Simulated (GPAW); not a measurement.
Wanted: an ASE script for a GPAW 26.7.0 run.

```
Task                : single point
Functional          : PBE
Potentials or basis : GPAW PAW data sets (gpaw-data 1.2.1)
Cutoff              : 600 eV
Basis               : pw
k mesh              : 8 × 8 × 8
Occupations         : fermi-dirac, width 0.05 eV
Spin                : no spin polarisation
Maxiter             : 120
Convergence         : default
```

The system is GaN.

```
CELL_PARAMETERS angstrom
0.00000 2.25350 2.25350
2.25350 0.00000 2.25350
2.25350 2.25350 0.00000
ATOMIC_POSITIONS crystal
Ga 0.00000 0.00000 0.00000
N 0.25000 0.25000 0.25000
```

The cell is a database's computed one.

The input as run:

run.py

```python
from ase import Atoms
from ase.dft.bandgap import bandgap
from ase.io import write
from ase.units import GPa
from gpaw import GPAW, PW

atoms = Atoms(['Ga', 'N'],
              cell=[[0.0, 2.2535006075, 2.2535006075],
                    [2.2535006075, 0.0, 2.2535006075],
                    [2.2535006075, 2.2535006075, 0.0]],
              scaled_positions=[[0.0, 0.0, 0.0],
                                [0.25, 0.25, 0.25]],
              pbc=True)

calc = GPAW(mode=PW(600),
            xc='PBE',
            kpts={'size': (8, 8, 8), 'gamma': True},
            occupations={'name': 'fermi-dirac', 'width': 0.05},
            nbands=11,
            maxiter=120,
            txt='gpaw.txt')
atoms.calc = calc
energy = atoms.get_potential_energy()
forces = atoms.get_forces()
stress = atoms.get_stress()
calc.write('gs.gpw')
write('result.traj', atoms)
print(f'Energy: {energy:.6f} eV')
print('Forces (eV/A):')
print(forces.round(4))
print('Stress (GPa):', (stress / GPa).round(3))
print('Fermi level:', round(calc.get_fermi_level(), 4), 'eV')
print(f'Gap: {bandgap(calc)[0]:.4f} eV, direct: {bandgap(calc, direct=True)[0]:.4f} eV')
```

Potentials or basis: GPAW PAW data sets (gpaw-data 1.2.1), pw.

The run is started by

```sh
$ OMP_NUM_THREADS=1 python run.py
```

Results of the run:

```yaml
Pressure: 7.0 GPa
Band_gap_on_the_k_mesh: 1.80 eV, direct
```

Caveat: the cutoff is short for stress and forces, so pressures can be off by a GPa or more.

Wall time 19 s on 1 thread of Intel(R) Xeon(R) Processor @ 2.50GHz (Skylake/Cascade Lake), with other jobs on the host, peak memory 0.13 GiB.
